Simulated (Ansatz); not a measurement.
# 2H-CrOS bilayer (2H stacking) in a perpendicular field

Aim: how the 2H-CrOS bilayer (2H stacking) screens a field along its normal, and what the field does to its bands. A positive field points along +c.

Main program and level: Ansatz 0.2.0; plane-wave DFT, PBE-D3(BJ), Ansatz PAW, in the first sound run; inputs show where later runs differ.

## Step 1: The starting structure

The cell holds 6 atoms: 2 S, 2 Cr and 2 O. Cell: a = 2.842 Å, b = 2.842 Å, c = 26.270 Å, α = 90.0°, β = 90.0°, γ = 120.0°. Regions: layer 1: 2H-CrOS, 3 atoms (1 S, 1 Cr and 1 O); layer 2: 2H-CrOS, 3 atoms (1 S, 1 Cr and 1 O). Vacuum lies along c.

As a file:

```cif
data_structure
_symmetry_space_group_name_H-M 'P 1'
_symmetry_Int_Tables_number 1
_cell_length_a 2.8418
_cell_length_b 2.8418
_cell_length_c 26.2699
_cell_angle_alpha 90.000
_cell_angle_beta 90.000
_cell_angle_gamma 120.000
_cell_volume 183.73
loop_
_atom_site_label
_atom_site_type_symbol
_atom_site_fract_x
_atom_site_fract_y
_atom_site_fract_z
_atom_site_occupancy
S1 S 0.33333 0.66667 0.34260 1
Cr2 Cr 0.00000 0.00000 0.40509 1
O3 O 0.33333 0.66667 0.44385 1
S4 S 0.00000 0.00000 0.55615 1
Cr5 Cr 0.33333 0.66667 0.61864 1
O6 O 0.00000 0.00000 0.65740 1
```

## Step 2: Relaxing the slab

The starting cell is a guess, so the in-plane lattice and the atoms are relaxed first, with the slab cut off from its images along the normal. The program lengthens the vector along the normal by itself, so c and the volume that it reports differ from the typed ones.

input.yaml reads:

```yaml
crystal:
  lattice:
    - [2.841782, 0.0, 0.0]
    - [-1.420891, 2.461055404, 0.0]
    - [0.0, 0.0, 26.269891131]
  atoms:
    - { symbol: S, position: [0.3333333333, 0.6666666667, 0.342597537] }
    - { symbol: Cr, position: [0.0, 0.0, 0.4050905988] }
    - { symbol: O, position: [0.3333333333, 0.6666666667, 0.4438520703] }
    - { symbol: S, position: [0.0, 0.0, 0.5561479297] }
    - { symbol: Cr, position: [0.3333333333, 0.6666666667, 0.6186409914] }
    - { symbol: O, position: [0.0, 0.0, 0.657402463] }
  periodic: [true, true, false]
kpoints:
  mp_grid: { grid: [12, 12, 1] }
hamiltonian:
  xc: pbe
  dispersion: d3bj
scf:
  occupations: { method: fermi_dirac, width: 0.05 }
  convergence: { dr2_threshold: 1.0e-09 }
relax:
  f_tol: 0.004
  max_steps: 90
  cell: {}
output:
  write_potential: true
  write_density: true
  volumetric_format: npy
```

Command:

```
> ansatz run input.yaml --threads 2 --pin off --max-ram 3072MiB --backend cpu --events-out ev --progress --plain --runs-dir out
```

Numbers of over 12 decimals in the logs are rounded to 6 here.

Log:

```text
Warning: crystal.periodic: the lattice vector that does not repeat stood 0.000° off the slab's normal, 26.270 Å along it as the deck builds it. The run solves the slab on a vector along the normal, 40.340 Å long, with every atom where it was (on the deck's vector they left 18.00 Å outside them, and the widest stretch free of ions among them is 2.95 Å). A fractional position that the run reports is one of the run's ce [...]
Warning: relax.cell: scf.convergence.dr2_threshold = 1e-9 eV is looser than the 1.79754317894e-10 eV advised for a relaxation that steers and ends on the stress (1e-10 eV for each atom of the cell: 6, times the square of relax.cell.stress_2d_tol = 0.05 N/m over 18.3 Å (the atoms' height at the walk's start and 5 Å past either face), 2.737e-2 GPa, over a crystal's default 0.05). What an SCF threshold leaves in a stress goes as its square root, and in the free energy as the threshold itself, and one threshold admits the most on a small cell: [figures from the program's tests cut] Set scf.convergence.dr2_threshold to 1.79754317894e-10 eV or tighter. [rest of the remark cut]
crystal.periodic: the lattice vector that does not repeat stood 0.000° off the slab's normal, 26.270 Å along it as the deck builds it. The run solves the slab on a vector along the normal, 40.340 Å long, with every atom where it was (on the deck's vector they left 18.00 Å outside them, and the widest stretch free of ions among them is 2.95 Å). A fractional position that the run reports is one of the run's cell, which [...]
Engine: ansatz 0.2.0, aarch64-unknown-linux-gnu
Pseudopotentials: kind: paw
Pseudopotential: S, paw, valence charge 6, recommended cutoff 420 eV (normal), S.paw.azcp
Pseudopotential: Cr, paw, valence charge 14, recommended cutoff 420 eV (normal), Cr.paw.azcp
Pseudopotential: O, paw, valence charge 6, recommended cutoff 420 eV (normal), O.paw.azcp
Functional definition: PBE
  parameter kappa = 0.804
  parameter beta = 0.066725
  exchange = pbe_x(kappa = kappa, mu = beta*pi^2/3)
  correlation = pbe_c(beta = beta)
Crystal: 6 atoms, lattice volume = 282.128 Å³
Basis set: ecut = 420 eV, 5559 PW (Γ), exchange–correlation on 40×40×540 points (8 copies of the dense FFT grid, shifted against one another)
Bands: 32, of which v1, the nominal top of the filled ones, is band 26 counted from 1 (25 counted from 0)
Symmetry: 6 space group operations
Space group: P3m1 (ITA 156), of the structure as read, at distance tolerance 6.6e-5 Å
k-points: 19 of 144 (time reversal used)
Non-local potential: S, projectors of the file, l = 0: 2, l = 1: 2, l = 2: 2
Non-local potential: Cr, projectors of the file, l = 0: 3, l = 1: 2, l = 2: 3, l = 3: 1
Non-local potential: O, projectors of the file, l = 0: 2, l = 1: 2, l = 2: 1
PAW form: soft (Blöchl's): semilocal exchange-correlation on the pseudo side does not see the compensation charge
PAW one-centre angular grid: S, 110 points (default); XC on 64 Gauss nodes
PAW one-centre angular grid: Cr, 590 points (default); XC on 64 Gauss nodes
PAW one-centre angular grid: O, 110 points (default); XC on 64 Gauss nodes
Initial density: superposition of atomic densities (neutral atoms: chi_scale 0, normalization atom), corrected by the library's trained network
Initial wavefunctions: pseudopotential atomic-orbital guess
Functional: x = pbe(κ = 0.804, μ = 0.219515), c = pbe(β = 0.066725)
SCF iter   1: F=—  HF=-9697.384159 eV  |F-HF|=—  |Δ(HF+E_count)|=         —  Δρ=8.37e-3  dr2=8.64e-1  ethr=1.77e-3  ⟨swp⟩=14.3  Hψ=4491  notcnv=0
preconditioner: auto → LDOS  [metal: Δε(μ)=0.034 eV  Ē_g=7.897 eV  σ=0.050 eV  W_gap=0.17  n_scr=26 (ndim 8)  ℏωp=13.3 eV  f_vac=0.715  D(μ)=1.53/eV (n_scr^D=12)  β→1.0]
SCF iter   2: F=—  HF=-9697.418290 eV  |F-HF|=—  |Δ(HF+E_count)|=   3.41e-2  Δρ=1.03e-2  dr2=7.93e-1  ethr=1.66e-3  ⟨swp⟩=3.4  Hψ=1214  notcnv=0  defer=3
SCF iter   3: F=—  HF=-9697.354576 eV  |F-HF|=—  |Δ(HF+E_count)|=   6.37e-2  Δρ=4.19e-3  dr2=1.00e-1  ethr=1.53e-3  ⟨swp⟩=3.2  Hψ=1075  notcnv=0  defer=3
SCF iter   4: F=—  HF=-9697.347562 eV  |F-HF|=—  |Δ(HF+E_count)|=   7.01e-3  Δρ=9.22e-4  dr2=9.79e-3  ethr=1.93e-4  ⟨swp⟩=2.9  Hψ=1047  notcnv=0  defer=4
SCF iter   5: F=—  HF=-9697.348611 eV  |F-HF|=—  |Δ(HF+E_count)|=   1.05e-3  Δρ=1.26e-3  dr2=1.31e-2  ethr=1.88e-5  ⟨swp⟩=3.2  Hψ=1104  notcnv=0  defer=3
SCF iter   6: F=—  HF=-9697.347865 eV  |F-HF|=—  |Δ(HF+E_count)|=   7.46e-4  Δρ=2.30e-4  dr2=2.24e-4  ethr=1.88e-5  ⟨swp⟩=2.3  Hψ=754  notcnv=0  defer=3
SCF iter   7: F=—  HF=-9697.348085 eV  |F-HF|=—  |Δ(HF+E_count)|=   2.20e-4  Δρ=1.08e-4  dr2=6.70e-5  ethr=4.31e-7  ⟨swp⟩=3.1  Hψ=1354  notcnv=0  defer=3
SCF iter   8: F=—  HF=-9697.348088 eV  |F-HF|=—  |Δ(HF+E_count)|=   3.40e-6  Δρ=4.39e-5  dr2=8.20e-6  ethr=1.29e-7  ⟨swp⟩=2.8  Hψ=1133  notcnv=0  defer=3
SCF iter   9: F=—  HF=-9697.348116 eV  |F-HF|=—  |Δ(HF+E_count)|=   2.77e-5  Δρ=2.51e-5  dr2=2.98e-6  ethr=1.58e-8  ⟨swp⟩=3.3  Hψ=1259  notcnv=0  defer=3
SCF iter  10: F=—  HF=-9697.348163 eV  |F-HF|=—  |Δ(HF+E_count)|=   4.70e-5  Δρ=1.03e-5  dr2=4.98e-7  ethr=5.73e-9  ⟨swp⟩=1.8  Hψ=753  notcnv=0  defer=3
SCF iter  11: F=—  HF=-9697.348163 eV  |F-HF|=—  |Δ(HF+E_count)|=   2.94e-9  Δρ=5.78e-6  dr2=1.07e-7  ethr=9.57e-10  ⟨swp⟩=2.8  Hψ=1170  notcnv=0  defer=3
SCF iter  12: F=—  HF=-9697.348163 eV  |F-HF|=—  |Δ(HF+E_count)|=   2.44e-9  Δρ=2.30e-6  dr2=1.46e-8  ethr=2.05e-10  ⟨swp⟩=2.8  Hψ=996  notcnv=0  defer=3
SCF iter  13: F=—  HF=-9697.348163 eV  |F-HF|=—  |Δ(HF+E_count)|=   3.20e-8  Δρ=6.37e-7  dr2=3.15e-9  ethr=2.81e-11  ⟨swp⟩=3.2  Hψ=1299  notcnv=0  defer=3
SCF iter  14: F=-9697.348163 eV  HF=-9697.348163 eV  |F-HF|=6.88e-10  |Δ(HF+E_count)|=   1.59e-9  Δρ=4.91e-7  dr2=7.06e-10  ethr=1.92e-12  ⟨swp⟩=11.5  Hψ=4675  notcnv=0
SCF 1 converged in 14 iterations: F = -9697.348163 eV  dr2 = 7.06e-10
  greatest PAW one-centre occupation: 1.000 electrons in one spin orbital (limit 2), on the Cr atom at site 4 (counted from 0), in its partial waves of l = 0
relax step   1: F+E_penalty+E_count = -9697.34816299 eV  Δ(F+E_penalty+E_count) = +0.000e0 eV  max|allowed force component| = 1.752e0 eV/Å  Δτ_max = 0.0000 Å  P = -5.082 N/m  Ω = 282.128 Å³  fix = [c, alpha, beta]  reactions: c +0.000 N/m  (14 SCF iters, accepted)
Crystal: 6 atoms, lattice volume = 277.011 Å³
Basis set: ecut = 420 eV, 5475 PW (Γ), exchange–correlation on 40×40×540 points (8 copies of the dense FFT grid, shifted against one another)
Initial density: handed on by an earlier stage of this run
Initial wavefunctions: those handed on with the density
iter 1 solved again at ethr=2.05e-3 eV; its pass at ethr=3.10e-3 eV (dr2=1.07e0 eV) is discarded
[...]
relax step   3: F+E_penalty+E_count = -9697.50123342 eV  Δ(F+E_penalty+E_count) = -3.272e-2 eV  max|allowed force component| = 2.494e-1 eV/Å  Δτ_max = 0.1485 Å  P = +1.206 N/m  Ω = 275.540 Å³  energy of the carried Pulay correction = +3.960e-3 eV  fix = [c, alpha, beta]  reactions: c +0.000 N/m  (14 SCF iters, accepted)
[...]
relax step   4: F+E_penalty+E_count = -9697.50558153 eV  Δ(F+E_penalty+E_count) = -4.348e-3 eV  max|allowed force component| = 6.528e-2 eV/Å  Δτ_max = 0.0314 Å  P = +0.255 N/m  Ω = 276.224 Å³  energy of the carried Pulay correction = +3.545e-3 eV  fix = [c, alpha, beta]  reactions: c +0.000 N/m  (11 SCF iters, accepted)
[...]
relax step   5: F+E_penalty+E_count = -9697.50579382 eV  Δ(F+E_penalty+E_count) = -2.123e-4 eV  max|allowed force component| = 2.849e-3 eV/Å  Δτ_max = 0.0112 Å  P = +0.034 N/m  Ω = 276.450 Å³  energy of the carried Pulay correction = +3.408e-3 eV  fix = [c, alpha, beta]  reactions: c +0.000 N/m  (11 SCF iters, accepted)
[...]
relax step   6: F+E_penalty+E_count = -9697.50577730 eV  Δ(F+E_penalty+E_count) = +1.652e-5 eV  max|allowed force component| = 3.002e-3 eV/Å  Δτ_max = 0.0045 Å  P = -0.006 N/m  Ω = 276.513 Å³  energy of the carried Pulay correction = +3.369e-3 eV  fix = [c, alpha, beta]  reactions: c -0.000 N/m  (10 SCF iters, accepted)
[...]
relax step   7: F+E_penalty+E_count = -9697.50279062 eV  Δ(F+E_penalty+E_count) = +2.987e-3 eV  max|allowed force component| = 3.148e-3 eV/Å  Δτ_max = 0.0000 Å  P = -0.095 N/m  Ω = 276.513 Å³  fix = [c, alpha, beta]  reactions: c -0.000 N/m  stress off target by 9.50e-2 N/m on what of the cell is left free  SCF on the basis re-selected at this cell (its energy is not comparable with the rows above)  (8 SCF iters)
[...]
relax step   8: F+E_penalty+E_count = -9697.50286319 eV  Δ(F+E_penalty+E_count) = -7.257e-5 eV  max|allowed force component| = 4.546e-4 eV/Å  Δτ_max = 0.0002 Å  P = -0.010 N/m  Ω = 276.407 Å³  energy of the carried Pulay correction = +6.427e-5 eV  fix = [c, alpha, beta]  reactions: c -0.000 N/m  (8 SCF iters, accepted)
iter 1 solved again at ethr=1.31e-7 eV; its pass at ethr=3.10e-3 eV (dr2=6.80e-5 eV) is discarded
SCF iter   1: F=—  HF=-9697.502756 eV  |F-HF|=—  |Δ(HF+E_count)|=         —  Δρ=1.97e-6  dr2=3.96e-9  ethr=1.31e-7  ⟨swp⟩=6.5  Hψ=7676  notcnv=0
eigensolver tolerance schedule: the retry pair's looser diagonalisation over-reported the residual by 17180.38 of it (diagonalisation noise at 2.63 of the residual, at the tolerance the schedule requests for it); recorded, not acted on — ethr = c·dr2/N_el stays at c = 1.0e-1
preconditioner: auto → LDOS  [metal: Δε(μ)=0.071 eV  Ē_g=8.050 eV  σ=0.050 eV  W_gap=0.33  n_scr=26 (ndim 8)  ℏωp=13.4 eV  f_vac=0.720  D(μ)=1.24/eV (n_scr^D=10)  β→1.0]
SCF iter   2: F=—  HF=-9697.502796 eV  |F-HF|=—  |Δ(HF+E_count)|=   4.02e-5  Δρ=3.64e-6  dr2=4.24e-8  ethr=7.61e-12  ⟨swp⟩=6.8  Hψ=2929  notcnv=0
SCF iter   3: F=—  HF=-9697.502796 eV  |F-HF|=—  |Δ(HF+E_count)|=   3.56e-9  Δρ=2.09e-6  dr2=3.53e-8  ethr=7.61e-12  ⟨swp⟩=3.2  Hψ=1303  notcnv=0
SCF iter   4: F=—  HF=-9697.502796 eV  |F-HF|=—  |Δ(HF+E_count)|=  4.13e-10  Δρ=7.24e-7  dr2=1.56e-9  ethr=7.61e-12  ⟨swp⟩=2.9  Hψ=1069  notcnv=0
SCF iter   5: F=—  HF=-9697.502796 eV  |F-HF|=—  |Δ(HF+E_count)|=  1.56e-10  Δρ=4.13e-7  dr2=1.24e-9  ethr=2.99e-12  ⟨swp⟩=2.6  Hψ=957  notcnv=0
SCF iter   6: F=-9697.502796 eV  HF=-9697.502796 eV  |F-HF|=1.67e-10  |Δ(HF+E_count)|=  1.86e-10  Δρ=2.33e-7  dr2=2.77e-10  ethr=1.92e-12  ⟨swp⟩=14.3  Hψ=4879  notcnv=0
SCF 9 converged in 6 iterations: F = -9697.502796 eV  dr2 = 2.77e-10
relax step   9: F+E_penalty+E_count = -9697.50279600 eV  Δ(F+E_penalty+E_count) = +6.719e-5 eV  max|allowed force component| = 4.591e-4 eV/Å  Δτ_max = 0.0000 Å  P = -0.011 N/m  Ω = 276.407 Å³  fix = [c, alpha, beta]  reactions: c -0.000 N/m  stress off target by 1.13e-2 N/m on what of the cell is left free  SCF on the basis re-selected at this cell (its energy is not comparable with the rows above)  (6 SCF iters)
basis re-selected at this cell: Δ(F+E_penalty+E_count) = +6.719e-5 eV, ΔP = -0.001 N/m vs the last step (what re-selecting the basis moved, of the pressure what is left beyond the Pulay correction that the steps carried, after the strain that the cell walked since its last selection, with what the two solves' SCF thresholds leave and, on support functions, any second-order correction that the steps lacked; it is no m [...]
WARN: The output density's exchange-correlation potential varies sharply where the density is thin. Do not read a vacuum level from v_tot or v_xc, or from such a field of the output density. On a cell that repeats whose density bears no net charge and no dipole along the vacuum's axis use v_es (v_loc + v_h of the components); under efield.dipole_correction with no amplitude use v_es + v_field, which holds any externa [...]
SCF converged after 6 iterations
Free energy (F): -9697.502796 eV
Harris-Foulkes:  -9697.502796 eV  (|F-HF|=1.67e-10)
Internal energy: -9697.492919 eV  (E = F + TS)
E sigma→0 (E₀):  -9697.497858 eV
Entropy (-TS):   -0.009877 eV (-1.646 meV/atom)
Fermi energy:    -5.644113 eV
--- Per-component energies (eV) ---
  E_band       = -1360.239587
  E_kinetic    = 1251.459524
  E_local      = -246260.809787  (includes V_loc(G=0)·N_el)
  E_nonlocal   = 307.623960
  E_hartree    = 122308.665835
  E_xc         = -622.862762
  E_vxc        = -721.987318  (∫ρ·V_xc dr)
  E_paw        = -3902.728092  (= ΣΔE_a)
  E_vpaw       = -553.859116  (= ΣTr[D̂ρ^β])
  E_aug_tail   = 0.005684  (compensation charges beyond the density's cutoff)
  E_ewald      = 117222.598300
  E_disp       = -1.445581  (pairwise vdW)
  E_smearing   = -0.009877  (= −TS)
  E_closure    = -0.000000  (closes the sum)
  Σ components = -9697.502796   (vs F -9697.502796, Δ=0.00e0)
--- Forces (eV/Å), atoms counted from 1 ---
  atom   1  S     -0.00000000    -0.00000000     0.00035144
  atom   2  Cr     0.00000000     0.00000000    -0.00001999
  atom   3  O      0.00000000    -0.00000000    -0.00024073
  atom   4  S      0.00000000    -0.00000000     0.00036029
  atom   5  Cr     0.00000000    -0.00000000     0.00000649
  atom   6  O      0.00000000     0.00000000    -0.00045943
  max |Σ_I F_I| component: 1.92e-6 eV/Å
--- 2D stress c σ (N/m, compression-positive) ---
       -0.011344      -0.000000       0.000000
       -0.000000      -0.011344       0.000000
        0.000000       0.000000      -0.000000
  P = ½ c Tr σ = -0.0113 N/m
--- Band table (eV; the first three rows and the last of 19) ---
  k-point 0: bands = [... 22 lower, -7.2960, -7.2960, -5.9973, -5.5112, -4.5041, -4.5041, -3.9702, -3.9702, ... 2 higher]
  k-point 1: bands = [... 22 lower, -7.4962, -7.3919, -6.1127, -5.6256, -4.5295, -4.4648, -4.0199, -3.9298, ... 2 higher]
  k-point 2: bands = [... 22 lower, -7.9963, -7.5832, -6.4921, -5.9729, -4.7030, -4.4911, -4.3325, -4.1461, ... 2 higher]
  k-point 18: bands = [... 22 lower, -8.8146, -8.1914, -7.0238, -6.5691, -5.6970, -5.2904, -4.4839, -4.2160, ... 2 higher]
  the weakly bound empty levels are not read free of the cell's end (no_gap_told)
--- Relaxed structure (7 steps of the walk, 7 accepted, 2 SCFs on fresh bases) ---
  F+E_penalty+E_count = -9697.50279600 eV   max|allowed force component| = 4.591e-4 eV/Å   (the final SCF, on the basis selected at the relaxed cell)
  cell:  # Å, volume = 276.4072 Å³
    - [2.812824, 0, 0]
    - [-1.406412, 2.435977, 0]
    - [0, 0, 40.339782]
  atoms:
    - { symbol: S, position: [0.333333, 0.666667, 0.226243] }
    - { symbol: Cr, position: [4.625929271425592e-18, 2.312964634420328e-17, 0.264818] }
    - { symbol: O, position: [0.333333, 0.666667, 0.291430] }
    - { symbol: S, position: [4.625929271425607e-18, 2.3129646344203336e-17, 0.360934] }
    - { symbol: Cr, position: [0.333333, 0.666667, 0.399704] }
    - { symbol: O, position: [4.625929271425615e-18, 2.3129646344203336e-17, 0.425973] }
```

The job ended after 3.2 min (2 threads of Arm Neoverse N1, shared host; peak memory 0.54 GiB).

This run has no spin polarisation, although Cr can carry a moment.

Step by step:

```tsv
step	energy less that of the first step (eV)	largest force component (eV/Å)	volume (Å³)
1	0.0000	1.7523	282.13
2	-0.1204	0.8588	277.01
3	-0.1531	0.2494	275.54
4	-0.1574	0.0653	276.22
5	-0.1576	0.0028	276.45
6	-0.1576	0.0030	276.51
7*	-0.1546	0.0031	276.51
8	-0.1547	0.0005	276.41
9*	-0.1546	0.0005	276.41
```

Relaxation steps marked * repeat the geometry before them on a plane-wave basis chosen anew for their cell, so energy and pressure can jump there.

The run keeps the 6 symmetry operations that it works with, so distortions that break them were not tested.

```tsv
cell as run	before	after	change
a (Å)	2.842	2.813	-1.0 %
b (Å)	2.842	2.813	-1.0 %
```

The atoms that moved most (Å, along periodic axes as changes of fractional coordinates times the final cell, across vacuum about the mean position):

```tsv
atom	dx	dy	dz	length
Cr5	0.000	0.000	-0.128	0.128
S1	0.000	0.000	0.127	0.127
O3	0.000	0.000	0.096	0.096
O6	0.000	0.000	-0.086	0.086
S4	0.000	0.000	-0.050	0.050
Cr2	0.000	0.000	0.041	0.041
```

Final coordinates:

```xyz
6
Lattice="2.8128 0.0000 0.0000 -1.4064 2.4360 0.0000 0.0000 0.0000 40.3398" Properties=species:S:1:pos:R:3
S     0.0000    1.6240    9.1266
Cr    0.0000    0.0000   10.6827
O     0.0000    1.6240   11.7562
S     0.0000    0.0000   14.5600
Cr    0.0000    1.6240   16.1240
O     0.0000    0.0000   17.1836
```

This step gave:

| Item | Value |
| --- | --- |
| energy at zero smearing | -9697.4979 eV |

The lattice constant a goes from 2.842 to 2.813 Å.

(Part 1 of 3 ends here.)

[Logs are printed without paths, hosts, clocks, repeated set-up lines and the standing remarks that a program may print on its own settings, such as how far it seeks lower states.]

[Hosts, paths, dates, database ids (printed as entryN), source tags and the programs' standing remarks are cut or masked in the printed files.]

[Maps of the electrostatic potential energy from Ansatz leave out the sawtooth potential of an applied field or a dipole correction, so their vacuum need not be flat; planar profiles and work functions include it.]
